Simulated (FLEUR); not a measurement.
**HfB2 in FLEUR: convergence with lmax**

Input of the first run (lmax 6); the others differ in this setting and in those tied to it:

The input inp.xml:

```xml
<?xml version="1.0" encoding="UTF-8" standalone="no"?>
<fleurInput fleurInputVersion="0.39">
   <comment>
      HfB2                                                                                                
   </comment>
   <calculationSetup>
      <cutoffs Kmax="4.74" Gmax="14.7" GmaxXC="14.7" numbands="0"/>
      <scfLoop itmax="60" minDistance="0.00001" maxIterBroyd="15" imix="Anderson" alpha="0.05" precondParam="0.0" spinf="2.0" sdNocoIR="T"/>
      <coreElectrons ctail="T" frcor="F" kcrel="0" coretail_lmax="0"/>
      <xcFunctional name="vwn" relativisticCorrections="F"/>
      <magnetism jspins="1"/>
      <soc l_soc="F" theta="0.0" phi="0.0" spav="F"/>
      <expertModes spex="0" secvar="F"/>
      <geometryOptimization l_f="T" forcealpha="1.0" forcemix="BFGS" epsdisp="0.0005" epsforce="0.0002"/>
      <ldaU l_linMix="F" mixParam="0.05" spinf="1.0"/>
   </calculationSetup>
   <cell>
      <bzIntegration valenceElectrons="32.0" mode="hist" fermiSmearingEnergy="0.00183747">
         <kPointListSelection listName="default-1"/>
         <!-- k-points included here -->
         <xi:include xmlns:xi="http://www.w3.org/2001/XInclude" href="kpts.xml"> </xi:include>
      </bzIntegration>
      <!-- symmetry operations included here -->
      <xi:include xmlns:xi="http://www.w3.org/2001/XInclude" href="sym.xml"> </xi:include>
      <bulkLattice scale="1.0">
         <bravaisMatrix>
            <row-1>    5.9337400312439996     0.0000000000000000     0.0000000000000000</row-1>
            <row-2>   -2.9668700156219998     5.1387696065418380     0.0000000000000000</row-2>
            <row-3>    0.0000000000000000     0.0000000000000000     6.5762469136079993</row-3>
         </bravaisMatrix>
      </bulkLattice>
   </cell>
   <atomSpecies>
      <species name="Hafnium (Hf)" element="Hf" atomicNumber="72">
         <mtSphere radius="2.66" gridPoints="879" logIncrement="0.015"/>
         <atomicCutoffs lmax="6" lnonsphr="4"/>
         <electronConfig flipSpins="F">
            <coreConfig>(1s1/2) (2s1/2) (2p1/2) (2p3/2) (3s1/2) (3p1/2) (3p3/2) (4s1/2) (3d3/2) (3d5/2) (4p1/2) (4p3/2) (4d3/2) (4d5/2)</coreConfig>
            <valenceConfig>(5s1/2) (5p1/2) (5p3/2) (6s1/2) (4f5/2) (4f7/2) (5d3/2) (5d5/2)</valenceConfig>
            <stateOccupation state="(5d3/2)" spinUp="0.400000" spinDown="0.400000"/>
            <stateOccupation state="(5d5/2)" spinUp="0.600000" spinDown="0.600000"/>
         </electronConfig>
         <energyParameters s="6" p="6" d="5" f="4"/>
         <lo type="SCLO" l="0" n="5" eDeriv="0"/>
         <lo type="SCLO" l="1" n="5" eDeriv="0"/>
         <lo type="SCLO" l="2" n="5" eDeriv="2"/>
         <lo type="SCLO" l="3" n="4" eDeriv="2"/>
      </species>
      <species name="Boron (B)" element="B" atomicNumber="5">
         <mtSphere radius="1.52" gridPoints="507" logIncrement="0.02"/>
         <atomicCutoffs lmax="6" lnonsphr="4"/>
         <electronConfig flipSpins="F">
            <coreConfig>(1s1/2)</coreConfig>
            <valenceConfig>(2s1/2) (2p1/2) (2p3/2)</valenceConfig>
            <stateOccupation state="(2p1/2)" spinUp="0.166667" spinDown="0.166667"/>
            <stateOccupation state="(2p3/2)" spinUp="0.333333" spinDown="0.333333"/>
         </electronConfig>
         <energyParameters s="2" p="2" d="3" f="4"/>
         <lo type="SCLO" l="0" n="2" eDeriv="2"/>
         <lo type="SCLO" l="1" n="2" eDeriv="2"/>
         <lo type="SCLO" l="2" n="3" eDeriv="2"/>
      </species>
   </atomSpecies>
   <atomGroups>
      <atomGroup species="Hafnium (Hf)">
         <relPos label="                   1">.0040700000 -.0037840000 -.0029730000</relPos>
         <force calculate="T" relaxXYZ="TTT"/>
      </atomGroup>
      <atomGroup species="Boron (B)">
         <relPos label="                   2">-.3264760000 .3435500000 .4913070000</relPos>
         <force calculate="T" relaxXYZ="TTT"/>
      </atomGroup>
      <atomGroup species="Boron (B)">
         <relPos label="                   3">.3173900000 -.3248670000 .4845490000</relPos>
         <force calculate="T" relaxXYZ="TTT"/>
      </atomGroup>
   </atomGroups>
   <output dos="F" band="F" slice="F">
      <checks vchk="F" cdinf="F"/>
      <bandDOS minEnergy="-.5*Htr" maxEnergy="0.5*Htr" sigma="0.015" storeEVData="T"/>
      <vacuumDOS vacdos="F" integ="F" star="F" nstars="0" locx1="0.0" locy1="0.0" locx2="0.0" locy2="0.0" nstm="0" tworkf="0.0"/>
      <unfoldingBand unfoldBand="F" supercellX="1" supercellY="1" supercellZ="1"/>
      <plotting iplot="0" polar="F">
         <plot TwoD="T" vec1="  1.0  0.0  0.0" vec2="  0.0  1.0  0.0" vec3="  0.0  0.0  1.0" zero="  0.0  0.0  0.0" file="plot"/>
      </plotting>
      <chargeDensitySlicing numkpt="0" minEigenval="0.0" maxEigenval="0.0" nnne="0" pallst="F"/>
      <specialOutput eonly="F"/>
      <moessbauerParams electricFieldGradient="T" isomerShift="T" coreHyperfine="T" valenceHyperfine="T"/>
      <magneticCircularDichroism mcd="F" energyLo="-10.0" energyUp="0.0"/>
   </output>
  <!-- We include the file relax.xml here to enable relaxations (see documentation) -->
  <xi:include xmlns:xi="http://www.w3.org/2001/XInclude" href="relax.xml"> <xi:fallback/> </xi:include>
</fleurInput>
```

Contents of crystal.txt:

```
HfB2
&input cartesian=F /
3.1400000000  0.0000000000  0.0000000000
-1.5700000000  2.7193197679  0.0000000000
0.0000000000  0.0000000000  3.4800000000
1.8897261246
1.0 1.0 1.0

3
72 0.0040700000  -0.0037840000  -0.0029730000
5 0.6735240000  0.3435500000  0.4913070000
5 0.3173900000  0.6751330000  0.4845490000

&kpt div1=4 div2=4 div3=4 gamma=T /
```

Potentials or basis: all-electron, FLAPW.

Launch:

```sh
$ inpgen -f crystal.txt -profile fastHighL
$ # inp.xml edited to the form shown
$ fleur_MPI
```

The cell isn't the ideal one: atoms moved at random.

Hardware: 1 thread of Arm Neoverse V2, with other jobs on the host.

```csv
lmax,"energy less the tightest run, at zero smearing (meV/atom)",largest force (eV/Å),SCF cycles,CPU time (s),peak memory (GiB)
4,not converged,-,-,-,-
5,not converged,-,-,-,-
6,-8.23,1.227,20,100,0.13
7,1.07,1.244,20,120,0.16
8,0.61,1.239,20,150,0.18
10,-0.01,1.236,20,260,0.24
12,0.00,1.236,20,430,0.31
```

Against the tightest run, the energy stays within 1 meV/atom from 8 on; the largest force stays within 0.005 eV/Å from 8 on. The tightest run that finished is the yardstick and may itself not be fully converged.

Caveat, for the tightest run too: the k mesh is coarse (spacing up to 0.58 Å⁻¹), so the values aren't converged; spin-orbit coupling is left out, which moves the levels of the heavy elements.
